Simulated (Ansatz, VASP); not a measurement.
Pt in VASP and in Ansatz

INCAR

```
PREC     = Accurate       # precision mode
ENCUT    = 520            # plane-wave cutoff, eV
EDIFF    = 1E-6           # SCF threshold, eV
ISMEAR   = 0              # smearing method
SIGMA    = 0.15           # smearing width, eV
LREAL    = F              # projectors in reciprocal space
LASPH    = T              # aspherical terms in the spheres
NELM     = 100            # most SCF steps
ALGO     = Normal         # electronic algorithm
ISIF     = 2              # what is computed and relaxed
LWAVE    = F              # write WAVECAR
LCHARG   = F              # write CHGCAR
GGA      = PS             # functional
NBANDS   = 11             # bands
```

File KPOINTS:

```
Automatic mesh
0
Gamma
  20 20 20
```

File POSCAR:

```
Pt
1.0
    0.0000000000      1.9872685000      1.9285315000
    1.9872685000      0.0000000000      1.9285315000
    1.9872685000      1.9872685000      0.0000000000
Pt
1
Direct
    0.0000000000      0.0000000000      0.0000000000
```

Input for Ansatz:

```yaml
crystal:
  lattice:
    - [0.0, 1.9872685, 1.9285315]
    - [1.9872685, 0.0, 1.9285315]
    - [1.9872685, 1.9872685, 0.0]
  atoms:
    - { symbol: Pt, position: [0.0, 0.0, 0.0] }
basis:
  ecutwfc: 420
kpoints:
  mp_grid: { grid: [20, 20, 20] }
hamiltonian:
  xc: pbesol
scf:
  occupations: { method: gaussian, width: 0.15 }
output:
  forces: true
  stress: true
  eigenvalues: true
```

Change from the starting cell: strain +0.015 along x and y, -0.015 along z, atoms carried along.

Alike in both runs: task single point; functional PBEsol; k mesh 20 × 20 × 20; occupations gaussian, width 0.15 eV; no spin polarisation.

|  | VASP | Ansatz |
| --- | --- | --- |
| version | VASP 6.6.1 | Ansatz 0.2.0 |
| potentials or method | VASP PAW PBE potentials, release 64 (Pt) | scalar-relativistic, plane waves, PAW |
| plane-wave cutoff (eV) | 520 | 420 |
| valence electrons in the cell | 10 | 18 |

VASP gave:

```
gap on the k mesh at the Fermi level (eV)       : none
pressure (GPa)                                  : -3.8
largest component of the traceless stress (GPa) : 1.69
```

**Question.** What did Ansatz give for the same quantities?

**Answer.** gap on the k mesh at the Fermi level (eV): none; pressure (GPa): -3.4; largest component of the traceless stress (GPa): 1.69.

A gap of «none» marks a metal or a gap that the smearing closes. The two sets of potentials don't hold the same shells in valence.

Caveats: the PAW data sets were made with another functional, which shifts forces and pressure a little (VASP). Spin-orbit coupling is left out, which matters for the levels of Pt.
